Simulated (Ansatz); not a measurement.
# BaS (Fm-3m): phonons and vibrational spectra, part 2 of 2

Task: relax BaS (Fm-3m), then find its harmonic phonons.

Ansatz 0.2.0; DFT LDA, scalar-relativistic, plane waves, PAW; PAW set soft_1.

So far. Step 3 (Tight relaxation): The forces vanish by symmetry and the pressure is 0.001 GPa, within the tolerances set. The cell now holds 30.83 Å³/atom. The relaxed cell has a = 6.272 Å (conventional setting).

## (4) Linear response at the zone centre

The zone centre comes first: it holds the modes that light can see, as far as symmetry allows. The response to a homogeneous field gives the Born charges and the dielectric tensor, and its change with displacement the Raman tensors.

File input.yaml:

```yaml
crystal:
  lattice:
    - [0.0, 3.1357693427, 3.1357693427]
    - [3.1357693427, 0.0, 3.1357693427]
    - [3.1357693427, 3.1357693427, 0.0]
  atoms:
    - { symbol: Ba, position: [0.0, 0.0, 0.0] }
    - { symbol: S, position: [0.5, 0.5, 0.5] }
kpoints:
  mp_grid: { grid: [8, 8, 8] }
hamiltonian:
  xc: lda
  pseudopotentials: { kind: paw, azcp: { folder: soft_1 }, xc_functional: pbe }
scf:
  occupations: { method: fixed }
output:
  eigenvalues: true
phonons:
  method: dfpt
  dielectric: true
  rigid_motions: translations
  raman: true
```

The run is started by

```
> ansatz run input.yaml --threads 4 --pin off --max-ram 10240MiB --backend cpu --events-out ev --progress --plain --runs-dir out
```

Numbers of over 12 decimals in the logs are rounded to 6 here.

Log:

```text
[...]
Crystal: 2 atoms, lattice volume = 61.668 Å³
Basis set: ecut = 420 eV, 1243 PW (Γ), exchange–correlation on 60×60×60 points (8 copies of the dense FFT grid, shifted against one another)
Bands: 12, of which v1, the nominal top of the filled ones, is band 8 counted from 1 (7 counted from 0)
Symmetry: 48 space group operations
k-points: 59 of 512 (irreducible under 8 space group operations, time reversal used)
[...]
SCF iter   1: F=—  HF=-6653.776179 eV  |F-HF|=—  |Δ(HF+E_count)|=         —  Δρ=2.24e-2  dr2=5.45e-1  ethr=3.10e-3  ⟨swp⟩=5.7  Hψ=4210  notcnv=0  defer=79
[...]
SCF iter   8: F=-6653.580400 eV  HF=-6653.580400 eV  |F-HF|=2.91e-11  |Δ(HF+E_count)|=   2.07e-9  Δρ=2.20e-7  dr2=3.47e-11  ethr=1.00e-12  ⟨swp⟩=9.5  Hψ=6464  notcnv=0
SCF 1 converged in 8 iterations: F = -6653.580400 eV  dr2 = 3.47e-11
[...]
DFPT response loops at Γ: preconditioner auto → none (the input reference at scf.mixing.eps_inf says where Resta's filter doesn't serve); β = 0.50; Broyden in place of MSR1
── the response to a field inside a basis, on 10×10×10 k-points: an SCF that follows is theirs, and a resumed run solves both again ──
Bands: 9, of which v1, the nominal top of the filled ones, is band 8 counted from 1 (7 counted from 0)
k-points: 110 of 1000 (irreducible under 12 space group operations)
[...]
Eigensolver: Dense (110 Hₖ)
SCF iter   1: F=—  HF=-6653.579608 eV  |F-HF|=—  |Δ(HF+E_count)|=         —  Δρ=6.56e-5  dr2=3.68e-7  ethr=1.00e-1
[...]
SCF iter   4: F=-6653.579609 eV  HF=-6653.579609 eV  |F-HF|=4.73e-11  |Δ(HF+E_count)|=  8.09e-10  Δρ=2.97e-7  dr2=7.64e-11  ethr=1.77e-11
SCF 1 converged in 4 iterations: F = -6653.579609 eV  dr2 = 7.64e-11
[...]
SCF converged after 8 iterations
Free energy (F): -6653.580400 eV
[...]
Internal energy: -6653.580400 eV  (E = F + TS)
E sigma→0 (E₀):  -6653.580400 eV
Fermi energy:    6.083154 eV
[...]
--- Band table (eV; the first three rows and the last of 59) ---
  k-point 0: bands = [... 4 lower, -4.2567, 6.0832, 6.0832, 6.0832, 9.7506, 9.9016, 9.9016, 9.9016]
  k-point 1: bands = [... 4 lower, -3.7925, 5.6475, 5.8625, 5.8625, 9.8745, 10.1384, 10.1384, 10.3815]
  k-point 2: bands = [... 4 lower, -3.2432, 4.8651, 5.4270, 5.4270, 10.0640, 10.8053, 10.8053, 11.6474]
  k-point 58: bands = [... 4 lower, -3.4276, 4.9102, 5.6828, 5.6828, 10.2578, 10.2578, 12.6337, 13.1119]
--- Phonons (Γ-DFPT): 2 representative perturbations + reference, on 59 of 512 k-points (Σ response iterations 6) ---
  k mesh reduced under 8 symmetry operations, with k and −k counted as one. Each operation leaves every solved perturbation unchanged. A smaller set is not considered because the run solves the response to a homogeneous field
  ASR residual: 3.267e-4 → 0.000e0 eV/Å²; symmetrization residual: 4.028e-6 eV/Å²
  ASR residual per site (eV/Å²): 3.27e-4 1.29e-4
  Γ frequencies (cm⁻¹): 0.00 0.00 0.00 151.42 151.42 151.42
  ε∞ (high-frequency dielectric tensor):
        5.130202    -0.000000     0.000000
       -0.000000     5.130202    -0.000000
        0.000000    -0.000000     5.130202
  ε⁰ (static dielectric tensor: ions relaxed, cell fixed):
       14.393999    -0.000000     0.000000
       -0.000000    14.393999    -0.000000
        0.000000    -0.000000    14.393999
  ε⁰ − ε∞ (ionic part):
        9.263797    -0.000000     0.000000
       -0.000000     9.263797    -0.000000
        0.000000    -0.000000     9.263797
  softest optical mode at Γ: 151.42 cm⁻¹; the repairs (sum rule, projections) moved no ω² at Γ by more than (1.14 cm⁻¹)²
  Born effective charges Z* (e; rows j = field, columns β = displacement):
    site 0:
         2.63042   -0.00000    0.00000
        -0.00000    2.63042   -0.00000
         0.00000   -0.00000    2.63042
    site 1:
        -2.63042    0.00000   -0.00000
         0.00000   -2.63042    0.00000
        -0.00000    0.00000   -2.63042
  Z* charge neutrality: 5.752e-4 e pre-enforcement
  solved inside a basis spanned on kpoints, on 10×10×10 k-points: ε∞ is read to err by 1.3e-2, Z* by 1.1e-2 e (field_mesh: kpoints solves on kpoints); Z* is corrected for what the basis lacks
  Raman tensors (in the event stream and the table raman_tensors.tsv): an entry may err by 1.4e-3 Å², one of the second-order susceptibility by 1.3e-19 pm/V (basis, points and sum rule); their sum over the sites missed zero by 5.541e-21 Å² ahead of its enforcement
  optical modes at Γ without the LO–TO term, one row a degenerate level:
      ω (cm⁻¹)  modes    IR ((D/Å)²/amu)  static Raman (Å⁴/amu)  depolarisation
        151.42      3            18.4244                 0.0000               —
  optical modes at Γ + LO–TO along q̂ = [1.0000, 0.0000, 0.0000]:
      ω (cm⁻¹)  modes    IR ((D/Å)²/amu)  static Raman (Å⁴/amu)  depolarisation
        151.42      2            12.2830                 0.0000               —
        253.64      1             6.1415                 0.0000               —
  optical modes at Γ + LO–TO along q̂ = [0.0000, 1.0000, 0.0000]:
      ω (cm⁻¹)  modes    IR ((D/Å)²/amu)  static Raman (Å⁴/amu)  depolarisation
        151.42      2            12.2830                 0.0000               —
        253.64      1             6.1415                 0.0000               —
  optical modes at Γ + LO–TO along q̂ = [0.0000, 0.0000, 1.0000]:
      ω (cm⁻¹)  modes    IR ((D/Å)²/amu)  static Raman (Å⁴/amu)  depolarisation
        151.42      2            12.2830                 0.0000               —
        253.64      1             6.1415                 0.0000               —
```

Wall time 45 s (4 threads of AMD EPYC 9R14 (Zen 4), shared host); peak memory 0.94 GiB.

The column dr2 measures how far the density is from self-consistency, as an energy; F and HF (Harris–Foulkes) agree once it is small.

Numbers from this step:

```yaml
sum_rule_residual_before_enforcement: 3.27e-4 eV/Å²
miss_of_the_charge_sum_rule: 5.75e-4 e
estimated_error_of_the_dielectric_tensor: 0.01274
estimated_error_of_the_born_charges: 0.01090 e
point_group: m-3m
highest_optical_mode_at_the_zone_centre_no_lo_to_term: 151.4 cm⁻¹
lowest_optical_zone_centre_mode: 151.4 cm⁻¹
mean_high_frequency_dielectric_constant: 5.130
largest_born_charge_third_of_the_trace: 2.630 e
mean_static_dielectric_constant: 14.39
top_of_the_zone_centre_spectrum_with_the_field: 253.6 cm⁻¹
```

Without the LO-TO term. Patterns of degenerate modes are one choice out of their space. The modes at Γ (shares of kinetic energy by element, %):

```csv
mode,frequency (cm⁻¹),symmetry,Ba %,S %
1,0.0,acoustic,81,19
2,0.0,acoustic,81,19
3,0.0,acoustic,81,19
4,151.4,T1u,19,81
5,151.4,T1u,19,81
6,151.4,T1u,19,81
```

Displacements in mode 5 (151.4 cm⁻¹), the largest set to 1:
```
Ba1 -0.23  0.00  0.00
S2   1.00  0.00  0.00
```

Optical modes at the zone centre, without and with the macroscopic field of the longitudinal modes; each column is sorted by frequency, so a row need not hold one and the same mode. Modes with and without the field, by row:

```csv
rank among optical modes,no field (cm⁻¹),"q along (1, 0, 0) (cm⁻¹)"
1,151.4,151.4
2,151.4,151.4
3,151.4,253.6
```

Born charge (rows field, columns displacement) (e), principal values of the symmetric part by kind of site:

```csv
atom,atoms with these values,low,middle,high,mean
Ba1,1,2.63,2.63,2.63,2.63
S2,1,-2.63,-2.63,-2.63,-2.63
```

In full for S2:

```
-2.63  0.00  0.00
 0.00 -2.63  0.00
 0.00  0.00 -2.63
```

High-frequency dielectric tensor:

```
5.13 0.00 0.00
0.00 5.13 0.00
0.00 0.00 5.13
```

Static dielectric tensor (ions relaxed, fixed cell):

```
14.39  0.00  0.00
 0.00 14.39  0.00
 0.00  0.00 14.39
```

Transverse modes. Infrared lines, with heights relative to the strongest:

```csv
position (cm⁻¹),label,relative intensity
151,T1u,100
```

Before it was imposed, the acoustic sum rule was missed by 3.3e-4 eV/Å² and the charge sum rule by 5.8e-4 e. Small misses are needed for a sound result but don't prove that mesh and cutoff are converged. The lowest optical mode is real, 151 cm⁻¹.

## (5) The dispersion

Stability and thermal properties need the whole zone. Linear response on a 4×4×4 q mesh gives force constants as far as a supercell of that size would, and the tensors from the zone-centre run are typed in so that the long-range dipole term is interpolated apart.

input.yaml, the sections that differ from step 4:

```yaml
phonons:
  method: dfpt
  qmesh: [4, 4, 4]
  temperatures: { t_max: 1000, t_step: 50 }
  qpath:
    path:
      - [[0.0, 0.0, 0.0], [0.5, 0.0, 0.5], [0.625, 0.25, 0.625]]
      - [[0.375, 0.375, 0.75], [0.0, 0.0, 0.0], [0.5, 0.5, 0.5], [0.5, 0.25, 0.75], [0.5, 0.0, 0.5]]
    npoints: 10
  non_analytic_term:
    high_frequency_dielectric_tensor: [[5.1302, 0.0, 0.0], [0.0, 5.1302, 0.0], [0.0, 0.0, 5.1302]]
    born_effective_charges:
      - { species: Ba, tensor: [[2.6304, 0.0, 0.0], [0.0, 2.6304, 0.0], [0.0, 0.0, 2.6304]] }
      - { species: S, tensor: [[-2.6304, 0.0, 0.0], [0.0, -2.6304, 0.0], [0.0, 0.0, -2.6304]] }
    source: "zone-centre run at this cell"
# crystal, kpoints, hamiltonian, scf, output: as in step 4
```

Log:

```text
[...]
Crystal: 2 atoms, lattice volume = 61.668 Å³
Basis set: ecut = 420 eV, 1243 PW (Γ), exchange–correlation on 60×60×60 points (8 copies of the dense FFT grid, shifted against one another)
Bands: 12, of which v1, the nominal top of the filled ones, is band 8 counted from 1 (7 counted from 0)
Symmetry: 48 space group operations
k-points: 29 of 512
[...]
SCF iter   1: F=—  HF=-6653.776245 eV  |F-HF|=—  |Δ(HF+E_count)|=         —  Δρ=2.24e-2  dr2=5.44e-1  ethr=3.10e-3  ⟨swp⟩=5.5  Hψ=2052  notcnv=0  defer=37
[...]
SCF iter   9: F=-6653.580400 eV  HF=-6653.580400 eV  |F-HF|=1.82e-12  |Δ(HF+E_count)|=  1.73e-11  Δρ=1.47e-8  dr2=1.22e-13  ethr=1.00e-12  ⟨swp⟩=9.2  Hψ=2626  notcnv=0
SCF 1 converged in 9 iterations: F = -6653.580400 eV  dr2 = 1.22e-13
[...]
NSCF: frozen V_eff on 29 k-points
[...]
DFPT response loops at q = (0, 0, 0) (fractional): preconditioner auto → none (the input reference at scf.mixing.eps_inf says where Resta's filter doesn't serve); β = 0.50; Broyden in place of MSR1
[...]
SCF converged after 9 iterations
Free energy (F): -6653.580400 eV
[...]
Internal energy: -6653.580400 eV  (E = F + TS)
E sigma→0 (E₀):  -6653.580400 eV
Fermi energy:    6.083156 eV
[...]
--- Band table (eV; the first three rows and the last of 29) ---
  k-point 0: bands = [... 4 lower, -4.2567, 6.0832, 6.0832, 6.0832, 9.7506, 9.9016, 9.9016, 9.9016]
  k-point 1: bands = [... 4 lower, -3.7925, 5.6475, 5.8625, 5.8625, 9.8745, 10.1384, 10.1384, 10.3815]
  k-point 2: bands = [... 4 lower, -3.2432, 4.8651, 5.4270, 5.4270, 10.0640, 10.8053, 10.8053, 11.6474]
  k-point 28: bands = [... 4 lower, -3.4276, 4.9102, 5.6828, 5.6828, 10.2578, 10.2578, 12.6337, 13.1119]
--- Phonons (Γ-DFPT): 2 representative perturbations + reference (Σ response iterations 6) ---
  ASR residual: 1.788e-5 → 0.000e0 eV/Å²; symmetrization residual: 3.532e-6 eV/Å²
  ASR residual per site (eV/Å²): 1.79e-5 9.52e-6
  Γ frequencies (cm⁻¹): 0.00 0.00 0.00 151.42 151.42 151.42
--- Phonons (arbitrary-q DFPT): 8 irreducible q on the 4×4×4 mesh ---
  q = [0.0000, 0.0000, 0.0000] (star 1, of the zone-centre solve; hermiticity 3.22e-6, symmetrization 3.00e-13): -0.00 -0.00 0.00 151.42 151.42 151.42
  q = [0.0000, 0.0000, 0.2500] (star 8, 2 solved perturbations on 288 of 512 k-point pairs; hermiticity 1.30e-6, symmetrization 1.61e-13): 57.35 57.35 88.98 163.49 163.49 244.49
[...]
q = [0.0000, 0.2500, 0.2500] (star 6, 4 solved perturbations in 528 linear systems a pass and spin channel, the states on 164 of 512 k-point pairs; hermiticity 3.89e-7, symmetrization 3.35e-14): 45.40 45.40 103.57 159.76 159.76 221.20
[...]
sum rule: each row above includes the acoustic sum rule's correction from the zone centre's row sums; it moved no ω² by more than (0.28 cm⁻¹)²
  mesh force constants: q→R imaginary residual 3.17e-18; ASR residual 1.788e-5 → 0.000e0 eV/Å²; symmetrization residual 5.329e-15 eV/Å²
  interpolated dispersion: 63 rows × 6 modes
  density of states and harmonic sums: on the 20×20×20 q-mesh, interpolated from the force constants of a 4×4×4 supercell (with the dipole–dipole term of supplied tensors)
  largest difference from the sums on the solved wave vectors: F 1.27e-2 eV, S 1.67e-5 and C_V 4.00e-6 eV/K
  zero-point energy: 0.049642 eV/cell   skipped modes (ω ≤ 0): 3   left out of the sums: 6.25e-5 of the cell's modes: C_V's classical limit lies that fraction below 3 k_B per atom; for a crystal, a wire or a layer, F and S can be off by more, and a phonons.interpolated_qmesh denser along its periods is the remedy for the sampling
```

Run time: 49 s. Hardware: 4 threads; peak memory 1.1 GiB.

This step gave:

| Quantity | Value |
| --- | --- |
| sum-rule residual before enforcement | 1.79e-5 eV/Å² |
| lowest frequency on the path | 0 cm⁻¹ |
| highest frequency on the path or at a solved wavevector | 253.6 cm⁻¹ |
| mean frequency | 133.5 cm⁻¹ |
| Debye temperature (second moment) | 268 K |
| logarithmic mean frequency | 120.9 cm⁻¹ |
| lowest mode on the q mesh (acoustic modes at Γ apart) | 45.4 cm⁻¹ |
| zero-point energy per atom | 24.82 meV |
| heat capacity at 300 K | 23.98 J/(mol atoms K) |
| vibrational entropy at 300 K | 39.03 J/(mol atoms K) |
| edges of the widest gap between branches, on path and mesh | 137.1, 151.4 cm⁻¹ |

Frequencies (cm⁻¹) solved at each irreducible wavevector; negative means imaginary. Frequencies by wavevector, by row:

```csv
q in reciprocal lattice units,star,mode 1,mode 2,mode 3,mode 4,mode 5,mode 6
0 0 0,1,0,0,0,151.4,151.4,151.4
0 0 0.25,8,57.4,57.4,89,163.5,163.5,244.5
0 0 -0.5,4,77.8,77.8,137.1,173.5,173.5,228.1
0 0.25 0.25,6,45.4,45.4,103.6,159.8,159.8,221.2
0 0.25 -0.5,24,72.6,85.9,112.6,166.6,173.3,205
0 0.25 -0.25,12,70.9,78,118,169.9,170.8,219.9
0 -0.5 -0.5,3,62.9,62.9,105.5,160.3,160.3,177.9
0.25 -0.5 -0.25,6,88.3,88.3,97.7,172.8,172.8,186.9
```

Interpolated from a 4×4×4 q mesh, with the LO-TO term (at Γ the limit along the path; where Γ stands inside the path, tables give the limit on arrival). Phonon branches along the path, in cm⁻¹:

```csv
point,branch 1,branch 2,branch 3,branch 4,branch 5,branch 6
Γ,0,0,0,151,151,254
halfway,45,45,104,160,160,221
X,63,63,105,160,160,178
halfway,68,76,103,162,170,178
U,76,96,99,165,176,190
jump to K,76,96,99,165,176,190
halfway,55,69,103,166,167,233
Γ,0,0,0,151,151,254
halfway,57,57,89,164,164,244
L,78,78,137,174,174,228
halfway,80,85,121,171,173,212
W,88,88,98,173,173,187
halfway,72,83,101,166,174,177
X,63,63,105,160,160,178
```

The phonon branches as a text plot (rows in cm⁻¹):

```
    248 |****                     ***********
    238 |    **                 **           ***
    227 |                      *                *****
    217 |      *             **                      **
    206 |       *          **                          *
    195 |        *        *                             *
    185 |         ***    *                               ****
    174 |            ***********              *******************
    164 |    ***************   *****       ***              *****
    153 |****                     *********
    143 |
    132 |                                      ******
    122 |                   ***               *      **
    111 |       *****      *   *                       **
    100 |      *     ******     *            *           ********
     90 |    **         ** *     *          *         ********
     79 |              * *******               **********   ***
     69 |   *         ***    **** **       * **               ***
     58 |        *****          **        * *                   *
     48 |  *   **                ****      *
     37 |    **                   ***    **
     26 | ***                       **   *
     16 | *                          *  *
      5 |*                            **
         Γ           X  U|K            Γ         L        W     X
```

The phonon density of states has structure finer than the step of the table below, so its rows give means over 10 cm⁻¹, whole bins alone (the curve runs from 1 to 253 cm⁻¹). Peaks (cm⁻¹: height): 79.0: 0.108, 111.0: 0.0559, 173.0: 0.194.

Tetrahedra on a 20×20×20 mesh, mean over bins of 2 cm-1. Interpolated from a 4×4×4 q mesh. Table of phonon density of states by wavenumber; means over each step:

```csv
wavenumber (cm⁻¹),phonon density of states (1/cm⁻¹/cell)
10,2.4e-4
20,0.00120
30,0.00324
40,0.00722
50,0.0142
60,0.0283
70,0.0511
80,0.0775
90,0.0272
100,0.0184
110,0.0401
120,0.0235
130,0.00749
140,3.4e-4
150,0.00214
160,0.0492
170,0.144
180,0.0115
190,0.0123
200,0.0156
210,0.0180
220,0.0192
230,0.0155
240,0.00894
```

The partial phonon density of states has structure finer than the step of the table below, so its rows give means over 10 cm⁻¹, whole bins alone (the curve runs from -10 to 270 cm⁻¹). Peaks (cm⁻¹: height): Ba 78.2: 0.0877, 111.7: 0.0433; S 171.7: 0.156.

Phonopy on the run's constants, 15x15x15 mesh, Gaussian sigma 2.0 cm-1. Interpolated from a 4×4×4 q mesh. Partial phonon density of states against wavenumber; means over each step; values in 1/cm⁻¹/cell:

```csv
wavenumber (cm⁻¹),Ba,S
0,7.0e-5,1.6e-5
10,1.6e-4,3.4e-5
20,9.8e-4,2.1e-4
30,0.00303,6.0e-4
40,0.00615,0.00110
50,0.0126,0.00197
60,0.0248,0.00324
70,0.0476,0.00418
80,0.0720,0.00311
90,0.0264,0.00158
100,0.0181,0.00132
110,0.0365,0.00205
120,0.0227,0.00105
130,0.00749,2.5e-4
140,6.7e-4,8.4e-6
150,4.7e-4,0.00243
160,0.00626,0.0446
170,0.00838,0.125
180,0.00109,0.0196
190,3.1e-4,0.0118
200,2.9e-4,0.0152
210,3.5e-4,0.0173
220,6.5e-4,0.0184
230,0.00106,0.0142
240,0.00115,0.00792
250,7.0e-4,0.00352
260,1.5e-5,7.4e-5
```

Second derivatives of the energy by pair, one row for each kind of neighbour of each atom listed. Each entry sums the pair over the periodic images of the supercell that the q mesh stands for, and in a polar crystal it holds the long-range dipole part too. Force constants by pair, by row:

```csv
atom,neighbour,distance (Å),third of the trace (eV/Å²),along the pair's line (eV/Å²)
Ba1,itself,0,4.716,–
Ba1,S,3.136,-0.5524,-0.9933
Ba1,Ba,4.435,-0.0902,-0.7898
Ba1,S,5.431,4.00e-4,0.1977
Ba1,Ba,6.272,-0.0963,-0.3645
Ba1,S,7.012,0.0247,0.1484
S2,itself,0,3.786,–
S2,Ba,3.136,-0.5524,-0.9933
S2,S,4.435,9.00e-4,-0.3348
S2,Ba,5.431,4.00e-4,0.1977
S2,S,6.272,-0.1335,-0.4082
S2,Ba,7.012,0.0247,0.1484
```

Harmonic thermodynamic functions per atom, from the density of states. Interpolated from a 4×4×4 q mesh. Thermodynamic functions, by row:

```csv
T (K),F_vib (meV/atom),S (J/mol-atom/K),C_V (J/mol-atom/K)
0,24.82,0,0
50,23.99,5.198,9.787
100,18.72,15.01,18.22
200,-4.94,29.51,22.87
300,-40.75,39.03,23.98
400,-84.98,46,24.39
500,-135.6,51.46,24.59
600,-191.3,55.96,24.7
700,-251.3,59.77,24.76
800,-315,63.08,24.8
900,-381.9,66,24.83
1000,-451.7,68.62,24.85
```

Harmonic mean-square displacement, third of the trace. Interpolated from a 4×4×4 q mesh. Mean square displacements, by row:

```csv
T (K),Ba1 U_eq (Å²),S2 U_eq (Å²)
0,0.00153,0.00326
100,0.00335,0.00463
300,0.00928,0.01087
600,0.01842,0.02113
```

Symmetry leaves 8 wavevectors to solve. The lowest mode among them, the acoustic zeros apart, lies at q = (0, 0.25, 0.25) and is real, 45.4 cm⁻¹.

## (6) What came out

```
space group after relaxation (within 0.01 Å)            : Fm-3m
volume per atom                                         : 30.8 Å³
gap on the k-mesh                                       : 1.92 eV
highest optical mode at the zone centre (no LO-TO term) : 151 cm⁻¹
top of the zone-centre spectrum with the field          : 254 cm⁻¹
lowest optical zone-centre mode                         : 151 cm⁻¹
mean high-frequency dielectric constant                 : 5.13
mean static dielectric constant                         : 14.4
largest Born charge (third of the trace)                : 2.63 e
lowest mode on the q mesh (acoustic modes at Γ apart)   : 45.4 cm⁻¹
highest frequency on the path or at a solved wavevector : 254 cm⁻¹
zero-point energy per atom                              : 24.8 meV
heat capacity at 300 K                                  : 24.0 J/(mol atoms K)
vibrational entropy at 300 K                            : 39.0 J/(mol atoms K)
Debye temperature (second moment)                       : 268 K
imaginary modes on the 4×4×4 q mesh                     : none
```

What this shows: The structure is a minimum as far as tested: no mode is imaginary at the 8 irreducible wavevectors of the 4×4×4 mesh, and the softest away from the acoustic zeros lies at 45 cm⁻¹. Without the field, the optical modes at Γ form one degenerate level at 151 cm⁻¹. The highest mode in this list at Γ, 151.4 cm⁻¹, is mostly motion of S (81 % of the kinetic energy). With the macroscopic field of the longitudinal modes the top of the zone-centre spectrum lies at 254 cm⁻¹, against 151 cm⁻¹ without it. Lattice motion raises the mean dielectric constant from 5.130 to 14.39. The strongest infrared line is at 151 cm⁻¹. No mode is Raman active to first order. On the path and the mesh, the widest gap between branches runs from 137 to 151 cm⁻¹. Spin-orbit coupling is left out, which can matter for the heavy elements here. The PAW files were made for PBE and serve the other functionals too. These are harmonic frequencies at zero temperature: anharmonic shifts, linewidths and thermal expansion are left out.

[Logs are printed without paths, hosts, clocks, repeated set-up lines and the standing remarks that a program may print on its own settings, such as how far it seeks lower states.]

[Hosts, paths, dates, database ids (printed as entryN), source tags and the programs' standing remarks are cut or masked in the printed files.]
